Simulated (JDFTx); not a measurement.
## Be2C under changes of volume

One of the cells (6.765 Å³/atom); the others are scaled copies at fixed shape and fractional positions:

```xyz
3
Lattice="0.0000 2.1650 2.1650 2.1650 0.0000 2.1650 2.1650 2.1650 0.0000" Properties=species:S:1:pos:R:3 pbc="T T T"
C     0.0000    0.0000    0.0000
Be    3.2475    3.2475    3.2475
Be    1.0825    1.0825    1.0825
```

```yaml
Program: JDFTx 1.7.0 (patched build)
Functional: PBEsol
Potentials_or_basis: PseudoDojo-SR-PBEsol-0.4.1-standard with smoothed tails
Cutoff: 1197 eV
Density_cutoff: 9578 eV
k_mesh: 11 × 11 × 11
Occupations: fermi-dirac, width 0.05 eV
Spin: no spin polarisation
```

| volume (Å³/atom) | energy over the lowest point (meV/atom) | pressure (GPa) | gap on the mesh (eV) |
| --- | --- | --- | --- |
| 6.359 | ? | ? | ? |
| 6.495 | 3.92 | 6.8 | 1.19 |
| 6.630 | 0.12 | 2.2 | 1.18 |
| 6.765 | 0.00 | -2.0 | 1.17 |
| 6.901 | 3.25 | -5.8 | 1.16 |
| 7.036 | 9.56 | -9.2 | 1.15 |
| 7.171 | 18.69 | -12.4 | 1.14 |

Question: What does the run at 6.359 Å³/atom give?

Answer: Energy over the lowest point 11.76 meV/atom; pressure 11.8 GPa; gap on the mesh 1.20 eV.

Worked out: A Birch-Murnaghan fit of order 3 (a polynomial in V^(-2/3)) to the other rows has its minimum at 6.70 Å³/atom with B0 = V·E''(V) = 206 GPa and B' = 3.4. It gives 11.78 meV/atom at 6.359 Å³/atom, against the run's 11.76, and -dE/dV = 11.8 GPa, against 11.8. A straight line through the other rows of the gap, of slope -0.505 eV per unit of ln V, extrapolates to 1.20 eV, against the run's 1.20.

Energies are extrapolated to zero smearing.

Caveats: an odd mesh through Γ misses points on the zone boundary, where band edges often lie.
